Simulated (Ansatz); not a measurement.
Records of electronic-structure calculations.

## WS2 (2H monolayer): band gap by G0W0 on HSE06

The cell holds 3 atoms: 1 W and 2 S. Cell: a = 3.188 Å, b = 3.188 Å, c = 29.500 Å, α = 90.0°, β = 90.0°, γ = 120.0°. Vacuum lies along c.

| Quantity | Value |
| --- | --- |
| method | G0W0 on HSE06, plane waves, PAW (and 1 further level or step) |
| program | Ansatz 0.2.0 |
| settings of one run | cutoff 420 eV, 12×12×1 k-mesh, default PAW, empty bands 196, screening cutoff 48 eV, screening contour deformation, QP bands (v2, c2) |
| cost | 2 runs, 85 s in all on 1 × NVIDIA H100 80GB HBM3 (shared by 3 runs) with 3 threads of AMD EPYC 7R13 (Zen 3), shared host (the runs of this entry) |
| notes | In doubt: masses and optical values from hybrid runs of this build are listed as unsure (in some of the runs), which bears on the screening that GW takes from such a start. Values taken over the cell’s volume include its vacuum. The structure was relaxed with PBE. Limits: no spin-orbit coupling. Bands and cutoff are finite, so the gap is not at the basis limit. The miss can reach some tenths of an eV and take either sign; the mesh is an error of its own. The calculation has static nuclei and no excitons; a measured gap holds zero-point and thermal motion, which mostly lowers it. A miss this large is more than these effects usually give: the weak screening of a free sheet binds excitons tightly, and optical edges lie far under the quasiparticle gap. With atoms this heavy the missing spin-orbit coupling can matter too. |
| HSE06 gap | 2.29 eV, direct |
| G0W0 gap on the mesh | 2.86 eV, from k = (0.333, 0.333, 0.000) to k = (0.333, 0.333, 0.000) |
| GW settings | 12×12×1 mesh, 196 empty bands, screening to 48 eV |
| known limits | not at the basis limit; no spin-orbit coupling |

The correction moves the gap on the mesh from 2.29 eV to 2.86 eV (+0.57 eV): the valence edge shifts by +0.21 eV and the conduction edge by +0.78 eV on the run's own scale; in a sheet such absolute shifts are far from their band limit. Z is 0.78 and 0.78 at the edges, as usual for well-defined quasiparticles.

[Runs of the session that timed out or met a known fault of the program may be left out.]

[Cells called generated may have been cut or substituted from an entry of the Crystallography Open Database or the Materials Project.]

[Hosts, paths, dates, database ids (printed as entryN), source tags and the programs' standing remarks are cut or masked in the printed files.]
